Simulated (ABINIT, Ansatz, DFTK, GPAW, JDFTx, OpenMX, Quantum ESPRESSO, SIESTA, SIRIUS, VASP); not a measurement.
**One calculation of Al, 12 ways**

```
Al
1.0
     0.00000    2.02481    2.02481
     2.02481    0.00000    2.02481
     2.02481    2.02481    0.00000
Al
1
Direct
  0.00000 0.00000 0.00000
```

Alike in all runs: task single point; functional PBE; k mesh 11 × 11 × 11; occupations fermi-dirac, width 0.05 eV; no spin polarisation; no spin-orbit coupling. Pressure is positive in compression and, in plane waves, holds the error of the finite cutoff, which Ansatz's Pulay term estimates and takes out.

```tsv
program and potentials	plane-wave cutoff (eV)	notes	pressure (GPa)
Ansatz, Ansatz PAW	420	Pulay term of +0.07 GPa included	-0.42
Quantum ESPRESSO, SSSP 1.3 efficiency PBE	748	-	-0.49
ABINIT, JTH PAW PBE v2.0	408	-	-0.58
SIESTA, files PseudoDojo sr-pbe-0.4.1-standard, DZP (energy shift 0.003 Ry)	-	atomic basis	-0.44
OpenMX, OpenMX 2013 PBE set, Al7.0-s2p2d1, grid cutoff 260 Ry	-	atomic basis	-1.76
Ansatz, all-electron LAPW, scalar-relativistic	-	-	-0.43
GPAW, GPAW PAW data sets (gpaw-data 1.2.1)	600	-	-0.30
SIESTA, files PseudoDojo sr-pbe-0.4.1-standard, DZP (energy shift 0.002 Ry; radii capped at 9.5 bohr)	-	atomic basis	-0.28
VASP, PBE PAW files Al, 520 eV	520	-	-0.46
DFTK, PseudoDojo SR PBE 0.4.1 standard (PBE)	707	-	-0.67
JDFTx, PseudoDojo-SR-PBE-0.5-standard	544	-	-0.66
SIRIUS, PseudoDojo 0.4.1 PBE standard (scalar relativistic)	557	-	-0.66
```

The pressure spans -1.76 (OpenMX, OpenMX 2013 PBE set, Al7.0-s2p2d1, grid cutoff 260 Ry) to -0.28 GPa (SIESTA, files PseudoDojo sr-pbe-0.4.1-standard, DZP (energy shift 0.002 Ry; radii capped at 9.5 bohr)), with all-electron results at -0.43. Rows in atomic bases carry the error of their basis and grid, which can be large.

Differences between rows come from potentials, basis sets and numerical settings, since the functional is the same but for its coding. Runs on potential files found faulty are left out.

Every run gives a negative pressure, so at this volume aluminium is under slight tension and PBE would favour a somewhat smaller cell. In a nearly free-electron sp metal, the pressure is a small remainder between the kinetic push of the electron gas and the electrostatic and exchange-correlation pull, so slight changes in the description of the ion core or the valence orbitals show up clearly. Given aluminium's stiffness, even the OpenMX value implies only a small change in lattice constant.

The plane-wave runs with PseudoDojo potentials cluster at -0.66 to -0.67 GPa despite different programs and cutoffs, which suggests that their shared offset from the all-electron -0.43 GPa comes mainly from the potentials. SIESTA's -0.44 GPa with the same family is therefore probably helped by cancellation between potential and basis errors, and is no evidence of a more complete basis. Pressure at a single volume fixes the direction of relaxation, but not the bulk modulus.
